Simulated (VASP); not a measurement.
# MgSe (Fm-3m) in VASP: a series of runs

One crystal, MgSe, is run at these levels: PBE; tasks: relaxation of cell and atoms, single point.

Program: VASP 6.6.1. These are calculated values, not measurements. Logs are shortened: lines on timing, memory, paths and dates and some standing lists are left out, and cuts for length are marked.

## (1) Starting point

Symmetry: Fm-3m, No. 225, cubic system. The conventional cell has a = 5.451 Å, b = 5.451 Å, c = 5.451 Å, α = 90.00°, β = 90.00°, γ = 90.00°. Around Mg (site symmetry m-3m) lie 6 Se at 2.73 Å. Se (site symmetry m-3m) has 6 Mg at 2.73 Å as nearest neighbours.

## (2) Relaxation of cell and atoms, PBE

Contents of INCAR:

```
PREC = Accurate
ENCUT = 600
EDIFF = 1E-7
ISMEAR = 0
SIGMA = 0.02
LREAL = F
LASPH = T
NELM = 100
ALGO = Normal
ISIF = 3
LWAVE = F
LCHARG = F
GGA = PE
IBRION = 2
NSW = 100
EDIFFG = -0.005
```

Contents of KPOINTS:

```
Automatic mesh
0
Gamma
  8 8 8
```

Contents of POSCAR:

```
MgSe
1.0
    0.0000000000      2.7255000000      2.7255000000
    2.7255000000      0.0000000000      2.7255000000
    2.7255000000      2.7255000000      0.0000000000
Mg Se
1 1
Direct
    0.0000000000      0.0000000000      0.0000000000
    0.5000000000      0.5000000000      0.5000000000
```

Potentials or basis: VASP PAW PBE potentials, release 64 (Mg, Se).

The run is started by

```bash
cat potpaw_PBE.64/Mg/POTCAR potpaw_PBE.64/Se/POTCAR > POTCAR
mpirun -np 1 vasp_std > vasp.out
```

OUTCAR:

```text
PREC = Accurate
   ENCUT = 600
   EDIFF = 1E-7
   ISMEAR = 0
   LREAL = F
   LASPH = T
   NELM = 100
   ISIF = 3
   GGA = PE
   IBRION = 2
   NSW = 100
   EDIFFG = -0.005

 ion  position               nearest neighbor table
   1  0.000  0.000  0.000-   2 2.73   2 2.73   2 2.73   2 2.73   2 2.73   2 2.73
   2  0.500  0.500  0.500-   1 2.73   1 2.73   1 2.73   1 2.73   1 2.73   1 2.73

  LATTYP: Found a face centered cubic cell.
 ALAT       =     5.4510000000

  Lattice vectors:

 A1 = (   0.0000000000,   2.7255000000,   2.7255000000)
 A2 = (   2.7255000000,   0.0000000000,   2.7255000000)
 A3 = (   2.7255000000,   2.7255000000,   0.0000000000)

Analysis of symmetry for initial positions (statically):
=====================================================================
 Subroutine PRICEL returns:
 Original cell was already a primitive cell.

 Routine SETGRP: Setting up the symmetry group for a
 face centered cubic supercell.

 Subroutine GETGRP returns: Found 48 space group operations
 (whereof 48 operations were pure point group operations)
 out of a pool of 48 trial point group operations.

The static configuration has the point symmetry O_h .

Analysis of symmetry for dynamics (positions and initial velocities):
=====================================================================
 Subroutine PRICEL returns:
 Original cell was already a primitive cell.

 Routine SETGRP: Setting up the symmetry group for a
 face centered cubic supercell.

 Subroutine GETGRP returns: Found 48 space group operations
 (whereof 48 operations were pure point group operations)
 out of a pool of 48 trial point group operations.

The dynamic configuration has the point symmetry O_h .

 Subroutine INISYM returns: Found 48 space group operations
 (whereof 48 operations are pure point group operations),
 and found     1 'primitive' translations

----------------------------------------------------------------------------------------

                                     Primitive cell

  volume of cell :      40.4919

  direct lattice vectors                    reciprocal lattice vectors
     0.000000000  2.725500000  2.725500000    -0.183452578  0.183452578  0.183452578
     2.725500000  0.000000000  2.725500000     0.183452578 -0.183452578  0.183452578
     2.725500000  2.725500000  0.000000000     0.183452578  0.183452578 -0.183452578

  length of vectors
     3.854439064  3.854439064  3.854439064     0.317749185  0.317749185  0.317749185

  position of ions in fractional coordinates (direct lattice)
     0.000000000  0.000000000  0.000000000
     0.500000000  0.500000000  0.500000000

  ion indices of the primitive-cell ions
   primitive index   ion index
                 1           1
                 2           2

----------------------------------------------------------------------------------------

 KPOINTS: Automatic mesh

Automatic generation of k-mesh.
 Grid dimensions read from file:
 generate k-points for:    8    8    8

 Generating k-lattice:

  Cartesian coordinates                     Fractional coordinates (reciprocal lattice)
    -0.022931572  0.022931572  0.022931572     0.125000000  0.000000000  0.000000000
     0.022931572 -0.022931572  0.022931572     0.000000000  0.125000000  0.000000000
     0.022931572  0.022931572 -0.022931572     0.000000000  0.000000000  0.125000000

  Length of vectors
     0.039718648  0.039718648  0.039718648

  Shift w.r.t. Gamma in fractional coordinates (k-lattice)
     0.000000000  0.000000000  0.000000000

 Subroutine IBZKPT returns following result:
 ===========================================

 Found     29 irreducible k-points:

 Following reciprocal coordinates:
            Coordinates               Weight
  0.000000  0.000000  0.000000      1.000000
  0.125000  0.000000  0.000000      8.000000
  0.250000  0.000000  0.000000      8.000000
  0.375000  0.000000  0.000000      8.000000
  0.500000  0.000000  0.000000      4.000000
  0.125000  0.125000  0.000000      6.000000
[... 16 lines left out ...]
  0.500000  0.250000  0.125000     48.000000
 -0.375000  0.250000  0.125000     24.000000
 [... further k-points ...]
   k-points           NKPTS =     29   k-points in BZ     NKDIM =     29   number of bands    NBANDS=      8
   number of dos      NEDOS =    301   number of ions     NIONS =      2
   total plane-waves  NPLWV =  32768
   dimension x,y,z NGX =    32 NGY =   32 NGZ =   32
   dimension x,y,z NGXF=    64 NGYF=   64 NGZF=   64
   ions per type =               1   1
   NGX,Y,Z   is equivalent  to a cutoff of  13.80, 13.80, 13.80 a.u.
   NGXF,Y,Z  is equivalent  to a cutoff of  27.60, 27.60, 27.60 a.u.
 SYSTEM =  unknown system
   PREC   = accura    normal or accurate (medium, high low for compatibility)
   ISTART =      0    job   : 0-new  1-cont  2-samecut
   ICHARG =      2    charge: 1-file 2-atom 10-const
   ISPIN  =      1    spin polarized calculation?
   LNONCOLLINEAR =      F non collinear calculations
   LSORBIT =      F    spin-orbit coupling
   LASPH  =      T    aspherical Exc in radial PAW
   ENCUT  =  600.0 eV  44.10 Ry    6.64 a.u.   7.70  7.70  7.70*2*pi/ulx,y,z
   NELM   =    100;   NELMIN=  2; NELMDL= -5     # of ELM steps
   EDIFF  = 0.1E-06   stopping-criterion for ELM
   LREAL  =      F    real-space projection
   EDIFFG = -.5E-02   stopping-criterion for IOM
   NSW    =    100    number of steps for IOM
   IBRION =      2    ionic relax: 0-MD 1-quasi-New 2-CG
   NFREE  =      1    steps in history (QN), initial steepest desc. (CG)
   ISIF   =      3    stress and relaxation
   ISYM   =      2    0-nonsym 1-usesym 2-fastsym
   POTIM  = 0.5000    time-step for ionic-motion
   TEBEG  =    0.0;   TEEND  =   0.0 temperature during run
   PSTRESS=    0.0 pullay stress
   NELECT =       8.0000    total number of electrons
   NUPDOWN=      -1.0000    fix difference up-down
   EMIN   =  10.00;   EMAX   =-10.00  energy-range for DOS
   EFERMI =   0.00;   METHOD = LEGACY
   ISMEAR =     0;   SIGMA  =   0.02  broadening in eV -4-tet -1-fermi 0-gaus
   EFERMI_NEDOS =   21; number of points for ismear=-14 and -15
   IALGO  =     38    algorithm
   IMIX   =      4    mixing-type and parameters
     AMIX     =   0.40;   BMIX     =  1.00
     AMIX_MAG =   1.60;   BMIX_MAG =  1.00
  volume/ion in A,a.u.               =      20.25       136.63
  Fermi-wavevector in a.u.,A,eV,Ry     =   0.953488  1.801831 12.369596  0.909140
  Thomas-Fermi vector in A             =   2.082148
   LORBIT       =      0    0 simple, 1 ext, 2 COOP (PROOUT), +10 PAW based schemes
   GGA     = PE    functional components
   LHFCALC =     F    Hartree Fock is set to
   AEXX    =    0.0000 exact exchange contribution
   IVDW    =     0    specifies the selected vdW correction
   LEPSILON=     F    determine dielectric tensor
   LRPA    =     F    only Hartree local field effects (RPA)
 conjugate gradient relaxation of ions
 non-spin polarized calculation
 Gauss-broadening in eV      SIGMA  =   0.02
  energy-cutoff  :      600.00
  volume of cell :       40.49
 maximum number of plane-waves:      1365
   NGX = 15   NGY = 15   NGZ = 15

--------------------------------------- Ionic step        1  -------------------------------------------

 number of electron       8.0000000 magnetization

 Free energy of the ion-electron system (eV)
  ---------------------------------------------------
  ext. energy  EPLUGINS =         0.00000000
  ---------------------------------------------------
  free energy    TOTEN  =        -7.48352006 eV

  energy without entropy =       -7.48352006  energy(sigma->0) =       -7.48352006

------------------------ aborting loop because EDIFF is reached ----------------------------------------

  FORCE on cell =-STRESS in cart. coord.  units (eV):
  Direction    XX          YY          ZZ          XY          YZ          ZX
  --------------------------------------------------------------------------------------
  -------------------------------------------------------------------------------------
  Total        0.4821084      0.4821084      0.4821084      0.0000000     -0.0000000     -0.0000000
  in kB       19.0759737     19.0759737     19.0759737      0.0000000     -0.0000000     -0.0000000
  external PRESSURE =      19.0759737 kB  Pullay stress =       0.0000000 kB
[... 57 lines left out ...]
  energy  without entropy=       -7.4902400703  energy(sigma->0) =       -7.49024007

--------------------------------------- Ionic step        3  -------------------------------------------

 number of electron       8.0000001 magnetization

 Free energy of the ion-electron system (eV)
  ---------------------------------------------------
  ext. energy  EPLUGINS =         0.00000000
  ---------------------------------------------------
  free energy    TOTEN  =        -7.49047417 eV

  energy without entropy =       -7.49047417  energy(sigma->0) =       -7.49047417

 E-fermi :   3.1039     XC(G=0):  -9.3719

 val. band max:        2.9849030100   @ k =   0.0000   0.0000   0.0000
 cond. band min:       4.7372870047   @ k =   0.5000   0.5000   0.0000
 fundamental gap:      1.7523839947
 Fermi energy:         3.1038829953

 k-point     1 :       0.0000    0.0000    0.0000
  band No.  band energies     occupation
      1      -9.8003      2.00000
      2       2.9849      2.00000
      3       2.9849      2.00000
      4       2.9849      2.00000
      5       5.3890      0.00000
      6      10.4058      0.00000
      7      10.4058      0.00000
      8      10.4058      0.00000
[... 243 lines left out ...]
 k-point    24 :      -0.3750    0.2500    0.1250
  band No.  band energies     occupation
      1      -8.5884      2.00000
      2      -1.3014      2.00000
      3       0.8476      2.00000
      4       1.8241      2.00000
      5       7.6545      0.00000
      6       8.3473      0.00000
      7      10.6432      0.00000
      8      11.9168      0.00000

 [... further k-points ...]

------------------------ aborting loop because EDIFF is reached ----------------------------------------

  FORCE on cell =-STRESS in cart. coord.  units (eV):
  Direction    XX          YY          ZZ          XY          YZ          ZX
  --------------------------------------------------------------------------------------
  -------------------------------------------------------------------------------------
  Total        0.0011095      0.0011095      0.0011095     -0.0000000     -0.0000000     -0.0000000
  in kB        0.0426362      0.0426362      0.0426362     -0.0000000     -0.0000000     -0.0000000
  external PRESSURE =       0.0426362 kB  Pullay stress =       0.0000000 kB
[... 17 lines left out ...]
  FREE ENERGIE OF THE ION-ELECTRON SYSTEM (eV)
  ---------------------------------------------------
  free  energy   TOTEN  =        -7.4904741690 eV

  energy  without entropy=       -7.4904741690  energy(sigma->0) =       -7.49047417

 reached required accuracy - stopping structural energy minimisation
```

It took 12 s on 1 thread of Intel Xeon 6975P-C (Granite Rapids), shared host; peak memory 0.19 GiB.

Results:

* Free energy: -7.4905 eV
* Relaxed volume: 20.85 Å³/atom
* Relaxed cell: a = 3.892 Å, b = 3.892 Å, c = 3.892 Å, α = 60.00°, β = 60.00°, γ = 60.00°
* Space group after relaxing (to 0.05 Å): Fm-3m (No. 225)
* Energy gained by relaxing: 3.5 meV/atom
* Ionic steps: 3
* Pressure after relaxing: 0.0 GPa
* Band gap on the k mesh: 1.75 eV, indirect (least direct gap 2.40 eV)

The path:
```tsv
step	energy change (eV)	largest force (eV/Å)	pressure (GPa)	volume (Å³)
1	0.0000	0.0000	1.91	40.49
2	-0.0067	0.0000	-0.33	41.92
3	-0.0070	0.0000	0.00	41.69
```

Final structure:
```
Mg Se
1.0
     0.00000    2.75218    2.75218
     2.75218    0.00000    2.75218
     2.75218    2.75218    0.00000
Mg Se
1 1
Direct
  0.00000 0.00000 0.00000
  0.50000 0.50000 0.50000
```

Levels at points of the mesh, in eV from the valence-band top:
```tsv
k point	band 1	band 2	band 3	band 4	band 5	band 6	band 7	band 8
(0.00, 0.00, 0.00)	-12.79	0.00	0.00	0.00	2.40	7.42	7.42	7.42
(0.50, 0.00, 0.00)	-11.73	-4.79	-0.55	-0.55	3.79	6.06	6.06	8.40
(0.50, 0.50, 0.00)	-11.43	-4.11	-1.72	-1.72	1.75	4.04	11.47	11.91
```

A k mesh can miss the band edges. PBE usually gives volumes a little too large and moduli too small.

## (3) Single point, PBE

This run uses another cell than the first one, of 18.05 Å³/atom, 0.891 times its volume.

Contents of INCAR:

```
  PREC = Accurate
  ENCUT = 520
  EDIFF = 1E-7
  ISMEAR = 0
  SIGMA = 0.01
  LREAL = False
  LASPH = True
  NELM = 100
  ALGO = Normal
  ISIF = 2
  LWAVE = False
  LCHARG = False
  GGA = PE
  NBANDS = 11
```

KPOINTS is that of step 2.

Contents of POSCAR:

```
MgSe
1.0
    0.0000000000      2.6229646198      2.6229646198
    2.6229646198      0.0000000000      2.6229646198
    2.6229646198      2.6229646198      0.0000000000
Mg Se
1 1
Direct
    0.0000000000      0.0000000000      0.0000000000
    0.5000000000      0.5000000000      0.5000000000
```

Potentials or basis: VASP PAW PBE potentials, release 64 (Mg, Se).

The run is started by

```bash
cat potpaw_PBE.64/Mg/POTCAR potpaw_PBE.64/Se/POTCAR > POTCAR
mpirun -np 1 vasp_std > vasp.out
```

Wall time 6.6 s (1 thread of Intel Xeon 6975P-C (Granite Rapids), shared host); peak memory 0.16 GiB.

Results (log left out):

```yaml
Free_energy: -7.3063 eV
Pressure: 11.9 GPa
Band_gap_on_the_k_mesh: 1.99 eV, indirect (least direct gap 3.44 eV)
```

Levels at points of the mesh, in eV from the valence-band top:
```
           k point  band 1  band 2  band 3  band 4  band 5  band 6  band 7  band 8
(0.00, 0.00, 0.00)  -13.65    0.00    0.00    0.00    3.44    7.34    7.34    7.34
(0.50, 0.00, 0.00)  -12.23   -5.63   -0.73   -0.73    3.96    6.23    6.23    9.45
(0.50, 0.50, 0.00)  -11.81   -4.94   -2.09   -2.09    1.99    3.58   12.92   13.08
```

A k mesh can miss the band edges. PBE gaps usually lie below the measured ones, often by a third to a half.

(Continued in part 2 of 2.)
